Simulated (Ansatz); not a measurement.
**AlN (P6_3mc): a vacancy on Al**

One table from this session's results is given with a row withheld; the runs are named, their logs left out.

Method: DFT PBEsol, scalar-relativistic, plane waves, PAW, in Ansatz 0.2.0.

4 further runs of the same task are left out: 4 set aside as unsound or not needed.

## The structure to begin with

The cell holds 35 atoms (Al17N18): a = 7.343 Å, b = 7.343 Å, c = 7.343 Å, α = 79.00°, β = 79.00°, γ = 79.00°.

The coordinates of this cell stand in the input of its own run.

The host was relaxed before at PBEsol: a = 3.114 Å, b = 3.114 Å, c = 4.984 Å, α = 90.00°, β = 90.00°, γ = 120.00° (conventional cell), 10.461 Å³/atom.

Places, in fractions of the supercell: a vacancy on Al at (0.389, 0.722, 0.389). Its neighbours start displaced at random by about 0.03 Å.

Set-up of the first run:

File input.yaml:

```yaml
crystal:
  lattice:
    - [3.1137807607, 0.0, 0.0]
    - [-1.5568903803, 2.6966132406, 0.0]
    - [0.0, 0.0, 4.9836450382]
  atoms:
    - { symbol: Al, position: [0.6666666667, 0.3333333333, 0.4990218941] }
    - { symbol: Al, position: [0.3333333333, 0.6666666667, 0.9990218941] }
    - { symbol: "N", position: [0.6666666667, 0.3333333333, 0.8809781059] }
    - { symbol: "N", position: [0.3333333333, 0.6666666667, 0.3809781059] }
basis:
  ecutwfc: 420
  xc_grid: 2
kpoints:
  mp_grid: { grid: [9, 9, 4] }
  band_path: { path: [VBM, CBM], npoints: 2 }
hamiltonian:
  xc: pbesol
scf:
  occupations: { method: gaussian, width: 0.02 }
output:
  forces: true
  stress: true
  eigenvalues: true
```

Launch:

```
ansatz run input.yaml --threads 8 --pin off --max-ram 16384MiB --backend cpu --events-out ev --progress --plain --runs-dir out
```

Steps of the session up to this table: Band edges of the host over the zone; Dielectric tensors of the host, without U; The perfect crystal in the supercell of 36 atoms; Charge 0, atoms relaxed; Charge -1, atoms relaxed; Charge -3, atoms relaxed.

One table of the session follows, with a row left open; its other results are not shown here.

It belongs to the step «The neighbours». 

```
      state  cell moment (μB)
ideal sites              0.00
   charge 0                 ?
  charge -1              2.00
  charge -3              0.00
```

**Question.** Estimate the row for charge 0.

**Answer.** cell moment (μB): 3.00. In the column «cell moment (μB)» it is the highest.

Caveats from the session: The program doubts the potential alignment. Warnings in the runs' records: seeded moment not kept, field response mesh resolution.
